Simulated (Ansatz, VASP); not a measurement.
Tl in VASP and in Ansatz

The input INCAR:

```
PREC = Accurate
ENCUT = 520
EDIFF = 1E-6
ISMEAR = 0
SIGMA = 0.1
LREAL = False
LASPH = True
NELM = 100
ALGO = Normal
ISIF = 2
LWAVE = False
LCHARG = False
GGA = PS
NBANDS = 20
```

KPOINTS

```
Automatic mesh
0
Gamma
  12 12 7
```

POSCAR

```
Tl
1.0
    3.5018737533      0.0000000000      0.0000000000
   -1.7509368767      3.0327116312      0.0000000000
    0.0000000000      0.0000000000      5.3940014844
Tl
2
Direct
    0.3333333333      0.6666666667      0.2500000000
    0.6666666667      0.3333333333      0.7500000000
```

Input for Ansatz:

```yaml
crystal:
  lattice:
    - [3.5018736974, 0.0, 0.0]
    - [-1.7509368487, 3.0327115828, 0.0]
    - [0.0, 0.0, 5.3940015953]
  atoms:
    - { symbol: Tl, position: [0.3333333333, 0.6666666667, 0.25] }
    - { symbol: Tl, position: [0.6666666667, 0.3333333333, 0.75] }
basis:
  ecutwfc: 420
kpoints:
  mp_grid: { grid: [12, 12, 7] }
hamiltonian:
  xc: pbesol
scf:
  occupations: { method: gaussian, width: 0.1 }
output:
  forces: true
  stress: true
  eigenvalues: true
```

Alike in both runs: task single point; functional PBEsol; k mesh 12 × 12 × 7; occupations gaussian, width 0.1 eV; no spin polarisation.

|  | VASP | Ansatz |
| --- | --- | --- |
| version | VASP 6.6.1 | Ansatz 0.2.0 |
| potentials or method | VASP PAW PBE potentials, release 64 (Tl_d) | scalar-relativistic, plane waves, PAW |
| plane-wave cutoff (eV) | 520 | 420 |
| valence electrons in the cell | 26 | 26 |

```csv
,VASP,Ansatz,Ansatz less VASP
gap on the k mesh at the Fermi level (eV),none,none,-
pressure (GPa),0.0,0.0,+0.07
largest component of the traceless stress (GPa),0.13,0.12,-0.009
```

A gap of «none» marks a metal or a gap that the smearing closes.

Caveats: the PAW data sets were made with another functional, which shifts forces and pressure a little (VASP). Spin-orbit coupling is left out, which matters for the levels of Tl.
